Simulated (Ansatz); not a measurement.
# Mg₂Si

Method: PBEsol, scalar-relativistic; no spin polarisation; PAW, 420 eV, Γ-centred 8×8×8 mesh, 0.05 eV Gaussian smearing; code Ansatz. The datasets are Ansatz's generated set soft_2.

```yaml
crystal:
  lattice:
    - [0.00000, 3.16305, 3.16305]
    - [3.16305, 0.00000, 3.16305]
    - [3.16305, 3.16305, 0.00000]
  atoms:
    - { symbol: Mg, position: [0.25000, 0.25000, 0.25000] }
    - { symbol: Mg, position: [0.75000, 0.75000, 0.75000] }
    - { symbol: Si, position: [0.00000, 0.00000, 0.00000] }
```

The chain of runs began from a cell as deposited in COD, expanded in volume.

The cell is relaxed to zero pressure at this level.

The cell has space group Fm-3m (read at 0.01 Å). In it the stress is -0.01, -0.01, -0.01, 0.00, 0.00, 0.00 GPa and the largest force component 0.000 eV/Å. Each change below starts from this cell, without further relaxation. Stress is in GPa, positive in compression, in the order xx, yy, zz, yz, xz, xy; energies are counted from the cell above.

Problem. One atom was moved along a Cartesian axis, and these forces appeared. Which atom, and about how far?
```
atom  Fx (eV/Å)     Fy      Fz
 Mg1      0.000  0.000  -0.215
 Mg2      0.000  0.000   0.086
 Si3      0.000  0.000   0.129
```

Solution. Atom 1 (Mg) is moved by 0.05 Å along z; the energy changes by 5.4 meV per cell.

Problem. A single strain component, atoms carried along, gave the stress -2.29, -0.47, -0.47, 0.00, 0.00, 0.00. Which component, and about how large?

Solution. An engineering strain of 2 % in xx; the energy changes by 9.2 meV per cell.
